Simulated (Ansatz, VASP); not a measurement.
Given: the input of a run of Ansatz 0.2.0 on Al.

File input.yaml:

```yaml
crystal:
  lattice:
    - [-1.69895, 1.564306, 1.600798]
    - [1.630953, -1.582909, 1.551404]
    - [1.660366, 1.544325, -1.619401]
  atoms:
    - { symbol: Al, position: [-0.000693, 0.012387, 0.005849] }
hamiltonian:
  xc: pbesol
  pseudopotentials: { kind: paw }
kpoints:
  mp_grid: { grid: [12, 12, 12] }
scf:
  occupations: { method: fermi_dirac, width: 0.05 }
output:
  forces: true
  stress: true
  eigenvalues: true
```

Potentials or basis: Ansatz PAW.

Run with:

```sh
$ ansatz run input.yaml --threads 1 --pin off --max-ram 3584MiB --backend cpu --events-out ev --progress --plain --runs-dir out
```

**Question.** Set up the same calculation for VASP 6.6.1. Potentials there: VASP PAW PBE potentials, release 64 (Al).

**Answer.** As run (the cutoff follows the program's own potentials):

The input INCAR:

```
SYSTEM = Al
  PREC = Accurate
  ENCUT = 520
  EDIFF = 1E-7
  ISMEAR = -1
  SIGMA = 0.05
  LREAL = .False.
  LASPH = .True.
  NELM = 100
  ALGO = Normal
  ISIF = 2
  LWAVE = .False.
  LCHARG = .True.
  GGA = PS
  LELF = .True.
  LVHAR = .True.
  NBANDS = 8
```

Contents of KPOINTS:

```
regular mesh
0
Gamma
  12 12 12
  0 0 0
```

File POSCAR:

```
Al
1.0
   -1.6989500000      1.5643060000      1.6007980000
    1.6309530000     -1.5829090000      1.5514040000
    1.6603660000      1.5443250000     -1.6194010000
Al
1
Direct
   -0.0006930000      0.0123870000      0.0058490000
```

Potentials or basis: VASP PAW PBE potentials, release 64 (Al).

The run is started by

```console
$ cat potpaw_PBE.64/Al/POTCAR > POTCAR
$ mpirun -np 1 vasp_std > vasp.out
```

Both were run:

|  | VASP | Ansatz | Ansatz less VASP |
| --- | --- | --- | --- |
| gap on the k mesh at the Fermi level (eV) | none | none | - |
| pressure (GPa) | 2.4 | 2.4 | -0.07 |
| largest component of the traceless stress (GPa) | 1.41 | 1.40 | -0.013 |

A gap of «none» marks a metal or a gap that the smearing closes.

Caveats: the PAW data sets were made with another functional, which shifts forces and pressure a little (VASP); the PAW data sets come from PBE, with cores solved anew for the run's functional, which leaves a small shift of forces and pressure (Ansatz).
